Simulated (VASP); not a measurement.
# Si2W (I4/mmm) in VASP: further runs, part 2 of 2

VASP 6.6.1. The steps go on from the part before.

## 3. Relaxation of cell and atoms, PBE

This run uses another cell than the first one, of 13.68 Å³/atom, 1.015 times its volume.

The input, INCAR:

```
PREC = Accurate
ENCUT = 520
EDIFF = 1E-7
ISMEAR = 0
SIGMA = 0.1
LREAL = F
LASPH = T
NELM = 60
ALGO = Fast
ISIF = 3
LWAVE = F
LCHARG = F
GGA = PE
IBRION = 2
NSW = 80
EDIFFG = -0.002
KPAR = 4
```

The input, KPOINTS:

```
regular mesh
0
Gamma
  12 12 12
```

The input, POSCAR:

```
Si2W                                    
1.0
   -1.6146558916      1.6146558916      3.9345194171
    1.6146558916     -1.6146558916      3.9345194171
    1.6146558916      1.6146558916     -3.9345194171
  Si              W             
     2     1
Direct
     0.3344506225213821    0.3344506225213821    1.0000000000000000
     0.6655493774786180    0.6655493774786180    0.0000000000000000
     0.0000000000000000    0.0000000000000000    0.0000000000000000
```

Potentials or basis: VASP PAW PBE potentials, release 64 (Si, W_sv).

Started as:

```
$ cat potpaw_PBE.64/Si/POTCAR potpaw_PBE.64/W_sv/POTCAR > POTCAR
$ mpirun -np 4 vasp_std > vasp.out
```

Run time: 26 s. Hardware: 4 MPI ranks of Intel Xeon 6975P-C (Granite Rapids), shared host; peak memory 0.27 GiB.

It converged, with:

```
Free energy             : -24.8154 eV
Pressure after relaxing : 0.0 GPa
Band gap on the k mesh  : none (metal or under the smearing width)
```

Final structure:
```cif
data_structure
_symmetry_space_group_name_H-M 'P 1'
_symmetry_Int_Tables_number 1
_cell_length_a 4.5491
_cell_length_b 4.5491
_cell_length_c 4.5491
_cell_angle_alpha 138.421
_cell_angle_beta 138.421
_cell_angle_gamma 60.259
_cell_volume 41.03
loop_
_atom_site_label
_atom_site_type_symbol
_atom_site_fract_x
_atom_site_fract_y
_atom_site_fract_z
_atom_site_occupancy
Si1 Si 0.33445 0.33445 0.00000 1
Si2 Si 0.66555 0.66555 0.00000 1
W1 W 0.00000 0.00000 0.00000 1
```

Levels at points of the mesh, in eV from the Fermi level:
```csv
k point,band 7,band 8,band 9,band 10,band 11,band 12,band 13,band 14,band 15
"(0.00, 0.00, 0.00)",-3.78,-3.26,-2.82,-2.82,0.59,2.63,2.96,3.02,3.02
"(0.50, 0.00, 0.00)",-5.69,-4.83,-2.76,-2.73,-0.44,2.63,2.74,3.89,5.01
"(0.50, 0.50, 0.00)",-5.96,-5.52,-4.98,-3.21,-1.77,2.71,2.93,3.05,4.29
"(0.50, 0.50, 0.50)",-3.77,-2.56,-0.87,-0.87,-0.51,-0.51,0.76,4.42,4.71
```

Caveat: the relaxation stopped at its first step, so nothing moved. The run has no spin-orbit coupling, so splittings on W are missing.

## 4. Vibrations by finite differences, PBE

This run uses another cell than the first one, of 13.68 Å³/atom, 1.015 times its volume.

The input, INCAR:

```
  PREC = Accurate
  ENCUT = 520
  EDIFF = 1E-8
  ISMEAR = 0
  SIGMA = 0.1
  LREAL = F
  LASPH = T
  NELM = 60
  ALGO = Fast
  ISIF = 3
  LWAVE = F
  LCHARG = F
  GGA = PE
  NBANDS = 18
  IBRION = 6
  NFREE = 2
  POTIM = 0.015
  NSW = 1
  KPAR = 4
```

The input, KPOINTS:

```
Automatic mesh
0
Gamma
  12 12 12
```

The input, POSCAR:

```
Si2W                                    
1.0
   -1.6146558916      1.6146558916      3.9345194171
    1.6146558916     -1.6146558916      3.9345194171
    1.6146558916      1.6146558916     -3.9345194171
  Si              W             
     2     1
Direct
     0.3344506225213806    0.3344506225213806    0.0000000000000000
     0.6655493774786194    0.6655493774786194    0.0000000000000000
     0.0000000000000000    0.0000000000000000    0.0000000000000000
```

Potentials or basis: VASP PAW PBE potentials, release 64 (Si, W_sv).

Started as:

```
$ cat potpaw_PBE.64/Si/POTCAR potpaw_PBE.64/W_sv/POTCAR > POTCAR
$ mpirun -np 4 vasp_std > vasp.out
```

OUTCAR:

```text
PREC = Accurate
   ENCUT = 520
   EDIFF = 1E-8
   ISMEAR = 0
   LREAL = F
   LASPH = T
   NELM = 60
   ISIF = 3
   GGA = PE
   IBRION = 6
   NFREE = 2
   POTIM = 0.015
   NSW = 1

 ion  position               nearest neighbor table
   1  0.334  0.334  0.000-   2 2.61   3 2.63   3 2.63   3 2.63   3 2.63   3 2.63   2 2.64   2 2.64
                             2 2.64   2 2.64
   2  0.666  0.666  0.000-   1 2.61   3 2.63   3 2.63   3 2.63   3 2.63   3 2.63   1 2.64   1 2.64
                             1 2.64   1 2.64
   3  0.000  0.000  0.000-   2 2.63   2 2.63   1 2.63   2 2.63   1 2.63   1 2.63   2 2.63   1 2.63
                             1 2.63   2 2.63

  LATTYP: Found a body centered tetragonal cell.
 ALAT       =     3.2293117832
 C/A-ratio  =     2.4367541329

[... 947 lines left out ...]
  y     0.00000    -0.00000     0.00000     0.00000     1.48086     0.00000
  z     2.43978     2.43978     2.78711     0.00000     0.00000     0.00000

 INTERNAL STRAIN TENSOR FOR ION    3 for displacements in x,y,z  (eV/Angst):
          X           Y           Z          XY          YZ          ZX
  --------------------------------------------------------------------------------
  x     0.00000     0.00000     0.00000     0.00000     0.00000     0.00000
  y     0.00000     0.00000     0.00000     0.00000     0.00000     0.00000
  z     0.00000     0.00000     0.00000     0.00000     0.00000     0.00000

 Eigenvectors and eigenvalues of the dynamical matrix
 ----------------------------------------------------

   1 f  =   13.112802 THz    82.390164 2PiTHz  437.395990 cm-1    54.230167 meV
             X         Y         Z           dx          dy          dz
      0.000000  0.000000  2.631805     0.000000    0.000000   -0.707107
      0.000000  0.000000  5.237234     0.000000    0.000000    0.707107
      0.000000  0.000000  0.000000    -0.000000    0.000000    0.000000
[... 43 lines left out ...]
   9 f/i=    0.000699 THz     0.004394 2PiTHz    0.023328 cm-1     0.002892 meV
             X         Y         Z           dx          dy          dz
      0.000000  0.000000  2.631805     0.331754   -0.083605   -0.000000
      0.000000  0.000000  5.237234     0.331754   -0.083605   -0.000000
      0.000000  0.000000  0.000000     0.848624   -0.213860   -0.000000

--------------------------------------------------------------------------------------------------------

 ELASTIC MODULI CONTR FROM IONIC RELAXATION (kBar)
 Direction    XX          YY          ZZ          XY          YZ          ZX
 --------------------------------------------------------------------------------
 XX         -23.5270    -23.5270    -26.8763      0.0000      0.0000     -0.0000
 YY         -23.5270    -23.5270    -26.8763      0.0000      0.0000     -0.0000
 ZZ         -26.8763    -26.8763    -30.7024      0.0000      0.0000     -0.0000
 XY           0.0000      0.0000      0.0000      0.0000      0.0000      0.0000
 YZ           0.0000      0.0000      0.0000      0.0000    -15.3627      0.0000
 ZX          -0.0000     -0.0000     -0.0000      0.0000      0.0000    -15.3627
 --------------------------------------------------------------------------------

 TOTAL ELASTIC MODULI (kBar)
 Direction    XX          YY          ZZ          XY          YZ          ZX
 --------------------------------------------------------------------------------
 XX        4189.5638   1165.9898    935.7483      0.0000      0.0000     -0.0000
 YY        1165.9898   4189.5638    935.7483      0.0000      0.0000     -0.0000
 ZZ         935.7483    935.7483   5290.2267      0.0000      0.0000      0.0000
 XY           0.0000      0.0000      0.0000   1999.7115      0.0000      0.0000
 YZ           0.0000      0.0000      0.0000      0.0000   1997.4756      0.0000
 ZX          -0.0000     -0.0000      0.0000      0.0000      0.0000   1997.4756
 --------------------------------------------------------------------------------
```

Wall time 12 min (4 MPI ranks of Intel Xeon 6975P-C (Granite Rapids), shared host); peak memory 0.67 GiB.

Results:

```yaml
Voigt_bulk_modulus: 219 GPa
Highest_phonon_frequency_at_Γ: 437 cm⁻¹
```

Phonon frequencies in cm⁻¹ (negative: imaginary):
```tsv
q point	frequencies
(0.000, 0.000, 0.000)	0 0 0 252 252 297 329 329 437
```

Elastic tensor in Voigt notation (GPa, in the Cartesian axes of the cell as first typed):
```
419 117  94   0   0   0
117 419  94   0   0   0
 94  94 529   0   0   0
  0   0   0 200   0   0
  0   0   0   0 200   0
  0   0   0   0   0 200
```

Clamped-ion elastic tensor (GPa):
```
421 119  96   0   0   0
119 421  96   0   0   0
 96  96 532   0   0   0
  0   0   0 201   0   0
  0   0   0   0 201   0
  0   0   0   0   0 200
```

Caveat: elastic constants of metals need much finer meshes, so these are rough. The run has no spin-orbit coupling, so splittings on W are missing.
